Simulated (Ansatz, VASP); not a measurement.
## One calculation of SnO2, two programs

```xyz
3
Lattice="1.6171 0.9336 4.8726 -1.6171 0.9336 4.8726 0.0000 -1.8673 4.8726" Properties=species:S:1:pos:R:3 pbc="T T T"
Sn    0.0000    0.0000    7.3089
O     0.0000    0.0000    3.4669
O     0.0000    0.0000   11.1509
```

Change from the starting cell: strain +0.0150 x Voigt [0, 0, 1, 0, 0, 0], atoms carried along.

Alike in both runs: task single point; functional PBEsol; k mesh 12 × 12 × 12; occupations gaussian, width 0.05 eV; no spin polarisation.

|  | VASP | Ansatz |
| --- | --- | --- |
| version | VASP 6.6.1 | Ansatz 0.2.0 |
| potentials or method | VASP PAW PBE potentials, release 64 (Sn_d, O) | scalar-relativistic, plane waves, PAW |
| plane-wave cutoff (eV) | 520 | 420 |
| valence electrons in the cell | 26 | 26 |

|  | VASP | Ansatz | Ansatz less VASP |
| --- | --- | --- | --- |
| gap on the k mesh at the Fermi level (eV) | 1.85 | 1.88 | +0.022 |
| least direct gap on the mesh (eV) | 1.98 | 1.99 | +0.017 |
| pressure (GPa) | -5.7 | -6.2 | -0.47 |
| largest component of the traceless stress (GPa) | 0.75 | 1.09 | +0.341 |
| rms of the force components (eV/Å) | 0.253 | 0.275 | +0.0225 |

Atom by atom the forces differ by 0.022 eV/Å (rms over components).

Caveats: the PAW data sets were made with another functional, which shifts forces and pressure a little (VASP); spin-orbit coupling is left out, which moves the levels of the heavy elements. A k mesh can miss the band edges.
